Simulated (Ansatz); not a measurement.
The system is BaTiO3.

```xyz
5
Lattice="3.9998 0.0000 0.0000 0.0000 3.9998 0.0000 0.0000 0.0000 4.0180" Properties=species:S:1:pos:R:3 pbc="T T T"
Ba    0.0000    0.0000    0.0000
Ti    1.9999    1.9999    1.9688
O     0.0000    1.9999    2.0773
O     1.9999    0.0000    2.0773
O     1.9999    1.9999    0.0763
```

Base run:

| Item | Value |
| --- | --- |
| Program | Ansatz 0.2.0 |
| Functional | PBEsol |
| Potentials or basis | Ansatz PAW |
| Cutoff | 420 eV (not typed: the program's choice for these potentials) |
| k mesh | 7 × 7 × 7 |
| Occupations | fermi-dirac, width 0.05 eV |
| Spin | no spin polarisation |

Its results: band gap on the k mesh 1.89 eV, indirect (least direct gap 2.04 eV); pressure -3.8 GPa; largest force 0.354 eV/Å.

Problem. The run is repeated on the same cell with these changes: functional from PBEsol to r2SCAN; cutoff from 420 eV (not typed: the program's choice for these potentials) to 500 eV (not typed: the program's choice for these potentials). What comes out?

Solution. Band gap on the k mesh 2.28 eV, indirect (least direct gap 2.44 eV); pressure -0.8 GPa; largest force 0.392 eV/Å.

r2SCAN gives the wider gap, since meta-GGAs in the generalised Kohn-Sham scheme recover part of the derivative discontinuity.

Caveats: the k mesh misses the band edges, so the gap on the mesh is wider than the one along the path; spin-orbit coupling is left out, which moves the levels of the heavy elements; the PAW data sets come from PBE, with cores solved anew for the run's functional, which leaves a small shift of forces and pressure.
